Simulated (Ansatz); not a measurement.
# Co: which structure wins at one pressure, part 2 of 2

Which of hcp, diamond, omega, simple hexagonal has the lowest enthalpy for Co at one common pressure? The runs shown use PAW.

Ansatz 0.2.0; DFT PBE; a cell built from a prototype (hcp type), not taken from measurement. The steps go on from the part before.

## 9. Omega relaxed under pressure, PAW

The input, input.yaml:

```yaml
crystal:
  lattice:
    - [3.119192738, 0.0, 0.0]
    - [-1.559596369, 2.7013001504, 0.0]
    - [0.0, 0.0, 1.9338994975]
  atoms:
    - { symbol: Co, position: [0.0, 0.0, 0.0], spin: 1.7 }
    - { symbol: Co, position: [0.3333333333, 0.6666666667, 0.5], spin: 1.7 }
    - { symbol: Co, position: [0.6666666667, 0.3333333333, 0.5], spin: 1.7 }
magnetization:
  spin_polarized: true
kpoints:
  mp_grid: { grid: [12, 12, 16] }
scf:
  occupations: { method: fermi_dirac, width: 0.08 }
hamiltonian:
  xc: pbe
  pseudopotentials: { kind: paw }
output:
  forces: true
  stress: true
  eigenvalues: true
relax:
  f_tol: 0.005
  max_steps: 40
  cell: { p_target: 710.0, stress_tol: 0.355 }
```

On the command line:

```sh
ansatz run input.yaml --threads 2 --pin off --max-ram 7168MiB --backend cpu --events-out ev --progress --plain --runs-dir out
```

Standard output, cut to the lines that bear on the results:

```text
[...]
Pseudopotentials: kind: paw
Pseudopotential: Co, paw, valence charge 17, recommended cutoff 420 eV (normal)
Functional definition: PBE
[...]
Crystal: 3 atoms, lattice volume = 16.295 Å³
Basis set: ecut = 420 eV, 295 PW (Γ), exchange–correlation on 48×48×30 points (8 copies of the dense FFT grid, shifted against one another)
Bands: 34, of which v1, the nominal top of the filled ones, is band 26 counted from 1 (25 counted from 0)
Symmetry: 24 space group operations
Space group: P6/mmm (ITA 191), of the structure as read, at distance tolerance 2.5e-5 Å
Magnetic group: BNS 191.233 (UNI 1463), of the structure as read, at distance tolerance 2.5e-5 Å
k-points: 171 of 2304
[...]
Starting moments: Σ|m| = 5.1 μB on 3 of 3 sites
[...]
SCF iter   1: F=—  HF=-15325.876835 eV  |F-HF|=—  |Δ(HF+E_count)|=         —  Δρ=1.29e-1 (↑1.29e-1 ↓8.03e-2)  dr2=2.21e0  dr2_m=7.67e-1  M=3.431 μB ∫|m|=3.445 μB  β_m=0.30  ethr=3.10e-3  ⟨swp⟩=5.8  Hψ=43449  notcnv=0
[...]
WARN: the starting moments were not kept: the SCF closed with an absolute magnetisation of 1.3e-6 μB, where they sum to 5.1 μB in size (3 sites). That is at most 0.1 of that sum. Measured as dr2_m measures the in/out step, that magnetisation stands 1.8e-12 eV from none, at or under the [...]
relax step   1: F+E_penalty+E_count = -15358.24873812 eV  Δ(F+E_penalty+E_count) = +0.000e0 eV  max|allowed force component| = 1.850e-17 eV/Å  Δτ_max = 0.0000 Å  P = +732.930 GPa  Ω = 16.295 Å³  (16 SCF iters, dr2 threshold 1.00e-7 eV, accepted)
[...]
relax step   2: F+E_penalty+E_count = -15359.11453447 eV  Δ(F+E_penalty+E_count) = -8.658e-1 eV  max|allowed force component| = 3.701e-17 eV/Å  Δτ_max = 0.0000 Å  P = +702.428 GPa  Ω = 16.474 Å³  energy of the carried Pulay correction = -1.121e-3 eV  (10 SCF iters, dr2 threshold 3.00e-7 [...]
SCF iter   8: F=—  HF=-15358.812029 eV  |F-HF|=—  |Δ(HF+E_count)|=   2.15e-6  Δρ=7.73e-5 (↑3.24e-5 ↓7.73e-5)  dr2=9.51e-7  dr2_m=1.50e-7  M=-0.000 μB ∫|m|=0.000 μB  β_m=0.77  ethr=6.85e-10  ⟨swp⟩=3.1  Hψ=24012  notcnv=0
```

## 10. The log goes on: omega relaxed under pressure, PAW files

Output, continued, cut to the lines that bear on the results:

```text
SCF iter   9: F=—  HF=-15358.812032 eV  |F-HF|=—  |Δ(HF+E_count)|=   2.61e-6  Δρ=3.15e-5 (↑1.82e-5 ↓3.15e-5)  dr2=2.11e-7  dr2_m=1.06e-8  M=-0.000 μB ∫|m|=0.000 μB  β_m=0.89  ethr=6.85e-10  ⟨swp⟩=2.1  Hψ=20062  notcnv=0
[...]
relax step   3: F+E_penalty+E_count = -15358.81203254 eV  Δ(F+E_penalty+E_count) = +3.025e-1 eV  max|allowed force component| = 1.095e-16 eV/Å  Δτ_max = 0.0000 Å  P = +713.246 GPa  Ω = 16.404 Å³  energy of the carried Pulay correction = -6.508e-4 eV  (11 SCF iters, dr2 threshold 3.00e-7 [...]
relax step   4: F+E_penalty+E_count = -15358.90452261 eV  Δ(F+E_penalty+E_count) = -9.249e-2 eV  max|allowed force component| = 1.897e-16 eV/Å  Δτ_max = 0.0000 Å  P = +709.937 GPa  Ω = 16.425 Å³  energy of the carried Pulay correction = -7.883e-4 eV  (8 SCF iters, dr2 threshold 3.00e-7 [...]
  atom   2  Co     0.00000000     0.00000000    -0.00000000
  atom   3  Co    -0.00000000    -0.00000000     0.00000000
[...]
--- Stress (GPa, compression-positive) ---
      710.077614      -0.000000      -0.000000
       -0.000000     710.077614       0.000000
       -0.000000       0.000000     709.681760
  P = ⅓ Tr σ = 709.9457 GPa (7099.457 kbar)
--- Band table (eV; the first three rows and the last of 342) ---
[...]
--- Relaxed structure (4 steps of the walk, 4 accepted, 1 SCFs on fresh bases) ---
  F+E_penalty+E_count = -15358.90557337 eV   max|allowed force component| = 2.205e-16 eV/Å   (the final SCF, on the basis selected at the relaxed cell)
  cell:  # Å, volume = 16.4252 Å³
    - [3.156743617852579, 0.0, 0.0]
    - [-1.5783718089262895, 2.7338201662947292, 0.0]
    - [0.0, 0.0, 1.9032739047945395]
  atoms:
    - { symbol: Co, position: [-2.4134468962285816e-36, -3.7628659149645623e-35, 0.0] }
    - { symbol: Co, position: [0.33333333333333337, 0.6666666666666667, 0.5] }
    - { symbol: Co, position: [0.6666666666666666, 0.33333333333333337, 0.5] }
```

Wall time 22 s (2 threads of AMD EPYC 9R45 (Zen 5), shared host); peak memory 0.52 GiB.

Relaxation path:

```
step  energy from step 1 (eV/cell)  largest force component (eV/Å)  pressure (GPa)  volume (Å³)
   1                        0.0000                          0.0000          732.93        16.29
   2                       -0.8658                          0.0000          702.43        16.47
   3                       -0.5633                          0.0000          713.25        16.40
   4                       -0.6558                          0.0000          709.94        16.43
   5                       -0.6568                          0.0000          709.95        16.43
```

Step 1 is the start. Step 5 repeats the geometry before on a plane-wave basis chosen anew for that cell, so the energy can jump there without any move; the table keeps such jumps.

| input's cell | before | after | change |
| --- | --- | --- | --- |
| a (Å) | 3.119 | 3.157 | +1.2 % |
| b (Å) | 3.119 | 3.157 | +1.2 % |
| c (Å) | 1.934 | 1.903 | -1.6 % |
| volume (Å³/atom) | 5.43 | 5.48 | +0.8 % |

Read from it: pressure 709.95 GPa; no gap.

## 11. Simple hexagonal relaxed under pressure, PAW

The input, input.yaml:

```yaml
crystal:
  lattice:
    - [1.888722672, 0.0, 0.0]
    - [-0.944361336, 1.6356818147, 0.0]
    - [0.0, 0.0, 1.7753993117]
  atoms:
    - { symbol: Co, position: [0.0, 0.0, 0.0], spin: 1.7 }
magnetization:
  spin_polarized: true
kpoints:
  mp_grid: { grid: [23, 23, 21] }
scf:
  occupations: { method: fermi_dirac, width: 0.08 }
hamiltonian:
  xc: pbe
  pseudopotentials: { kind: paw }
output:
  forces: true
  stress: true
  eigenvalues: true
relax:
  f_tol: 0.005
  max_steps: 40
  cell: { p_target: 710.0, stress_tol: 0.355 }
```

On the command line:

```sh
ansatz run input.yaml --threads 2 --pin off --max-ram 7168MiB --backend cpu --events-out ev --progress --plain --runs-dir out
```

Standard output, cut to the lines that bear on the results:

```text
[...]
Pseudopotentials: kind: paw
Pseudopotential: Co, paw, valence charge 17, recommended cutoff 420 eV (normal)
Functional definition: PBE
[...]
Crystal: 1 atoms, lattice volume = 5.485 Å³
Basis set: ecut = 420 eV, 107 PW (Γ), exchange–correlation on 30×30×24 points (8 copies of the dense FFT grid, shifted against one another)
Bands: 14, of which v1, the nominal top of the filled ones, is band 9 counted from 1 (8 counted from 0)
Symmetry: 24 space group operations
Space group: P6/mmm (ITA 191), of the structure as read, at distance tolerance 1.8e-5 Å
Magnetic group: BNS 191.233 (UNI 1463), of the structure as read, at distance tolerance 1.8e-5 Å
k-points: 616 of 11109
[...]
Starting moments: Σ|m| = 1.7 μB on 1 of 1 site
[...]
SCF iter   1: F=—  HF=-5106.350371 eV  |F-HF|=—  |Δ(HF+E_count)|=         —  Δρ=1.25e-1 (↑1.25e-1 ↓9.18e-2)  dr2=2.45e-1  dr2_m=4.82e-1  M=1.085 μB ∫|m|=1.086 μB  β_m=0.30  ethr=1.44e-3  ⟨swp⟩=1.0  Hψ=110180  notcnv=0
[...]
WARN: the starting moments were not kept: the SCF closed with an absolute magnetisation of 2.3e-7 μB, where they sum to 1.7 μB in size (1 site). That is at most 0.1 of that sum. Measured as dr2_m measures the in/out step, that magnetisation stands 3.4e-14 eV from none, at or under the [...]
relax step   1: F+E_penalty+E_count = -5118.34830877 eV  Δ(F+E_penalty+E_count) = +0.000e0 eV  max|allowed force component| = 0.000e0 eV/Å  Δτ_max = 0.0000 Å  P = +757.534 GPa  Ω = 5.485 Å³  (11 SCF iters, dr2 threshold 1.00e-7 eV, accepted)
[...]
relax step   2: F+E_penalty+E_count = -5118.91454125 eV  Δ(F+E_penalty+E_count) = -5.662e-1 eV  max|allowed force component| = 0.000e0 eV/Å  Δτ_max = 0.0000 Å  P = +698.965 GPa  Ω = 5.610 Å³  energy of the carried Pulay correction = -9.205e-4 eV  (8 SCF iters, dr2 threshold 1.00e-7 eV, accepted)
[...]
SCF iter   1: F=—  HF=-5118.808381 eV  |F-HF|=—  |Δ(HF+E_count)|=         —  Δρ=1.11e-3 (↑1.05e-3 ↓1.11e-3)  dr2=3.48e-5  dr2_m=2.65e-5  M=0.002 μB ∫|m|=0.002 μB  β_m=0.65  ethr=1.96e-7  ⟨swp⟩=2.0  Hψ=107794  notcnv=0
```

## 12. More of the same log: simple_hexagonal relaxed under pressure, PAW files

Output, continued, cut to the lines that bear on the results:

```text
[...]
SCF iter   2: F=—  HF=-5118.809018 eV  |F-HF|=—  |Δ(HF+E_count)|=   6.37e-4  Δρ=4.27e-4 (↑4.27e-4 ↓2.99e-4)  dr2=1.48e-6  dr2_m=6.29e-6  M=0.001 μB ∫|m|=0.001 μB  β_m=0.53  ethr=1.96e-7  ⟨swp⟩=2.0  Hψ=27882  notcnv=0
[...]
relax step   3: F+E_penalty+E_count = -5118.80946795 eV  Δ(F+E_penalty+E_count) = +1.051e-1 eV  max|allowed force component| = 0.000e0 eV/Å  Δτ_max = 0.0000 Å  P = +709.813 GPa  Ω = 5.586 Å³  energy of the carried Pulay correction = -7.454e-4 eV  (8 SCF iters, dr2 threshold 1.00e-7 eV, accepted)
[...]
relax step   4: F+E_penalty+E_count = -5118.81019773 eV  Δ(F+E_penalty+E_count) = -7.298e-4 eV  max|allowed force component| = 0.000e0 eV/Å  Δτ_max = 0.0000 Å  P = +709.804 GPa  Ω = 5.586 Å³  stress off target by 2.65e-1 GPa  SCF on the basis re-selected at this cell (its energy is not [...]
SCF converged after 7 iterations
[...]
Fermi energy:    40.123435 eV
[...]
--- Forces (eV/Å), atoms counted from 1 ---
  atom   1  Co    -0.00000000     0.00000000     0.00000000
[...]
--- Stress (GPa, compression-positive) ---
      709.838918       0.000000      -0.000000
       -0.000000     709.838918      -0.000000
       -0.000000      -0.000000     709.735474
  P = ⅓ Tr σ = 709.8044 GPa (7098.044 kbar)
--- Band table (eV; the first three rows and the last of 1232) ---
  k-point 0 ↑: bands = ["-57.6553", "-18.7749", "-18.7749", "-18.5698", "26.8695", "30.5374", "35.3417", "35.3417", "41.6040", "41.6040", "67.2625", "70.5381", "80.7771", "81.5385"]
[...]
--- Relaxed structure (3 steps of the walk, 3 accepted, 1 SCFs on fresh bases) ---
  F+E_penalty+E_count = -5118.81019773 eV   max|allowed force component| = 0.000e0 eV/Å   (the final SCF, on the basis selected at the relaxed cell)
  cell:  # Å, volume = 5.5857 Å³
    - [1.9012888214564532, -3.4377139790231314e-35, 0.0]
    - [-0.9506444107282266, 1.6465644193126643, 0.0]
    - [0.0, 0.0, 1.7842314368257732]
  atoms:
    - { symbol: Co, position: [0.0, 0.0, 0.0] }
```

It took 14 s on 2 threads of AMD EPYC 9R45 (Zen 5), shared host; peak memory 0.47 GiB.

The steps of the relaxation:

```
step  energy from step 1 (eV/cell)  largest force component (eV/Å)  pressure (GPa)  volume (Å³)
   1                        0.0000                          0.0000          757.53         5.48
   2                       -0.5662                          0.0000          698.96         5.61
   3                       -0.4612                          0.0000          709.81         5.59
   4                       -0.4619                          0.0000          709.80         5.59
```

Step 1 is the start. Step 4 repeats the geometry before on a plane-wave basis chosen anew for that cell, so the energy can jump there without any move; the table keeps such jumps.

| input's cell | before | after | change |
| --- | --- | --- | --- |
| a (Å) | 1.889 | 1.901 | +0.7 % |
| b (Å) | 1.889 | 1.901 | +0.7 % |
| c (Å) | 1.775 | 1.784 | +0.5 % |
| volume (Å³/atom) | 5.48 | 5.59 | +1.8 % |

This run gives: pressure 709.80 GPa; no gap.

## 13. The series in one table

Enthalpy per atom, H = F + pV at p = 710 GPa, from each method's lowest phase:

```
method             start  space group, start → end  volume (Å³/atom)  pressure (GPa)  enthalpy (meV/atom)
   PAW               hcp       P6_3/mmc → P6_3/mmc             5.439           710.1                  0.0
   PAW           diamond             Fd-3m → Fd-3m             6.484           710.0               8571.2
   PAW             omega           P6/mmm → P6/mmm             5.475           709.9                450.1
   PAW  simple hexagonal           P6/mmm → P6/mmm             5.586           709.8               1765.4
```

## 14. Results

The summary covers parts 1 to 2.

```
    quantity                            value
    pressure                          710 GPa
lowest (PAW)  hcp, 450.1 meV/atom under omega
```

What this shows: By PAW the order is hcp < omega < simple hexagonal < diamond. Only these structures were tried, with electrons smeared by 0.08 eV and without vibrations, so the true ground state may be another. The k meshes differ between phases and weren't tested, which can move differences by some meV.
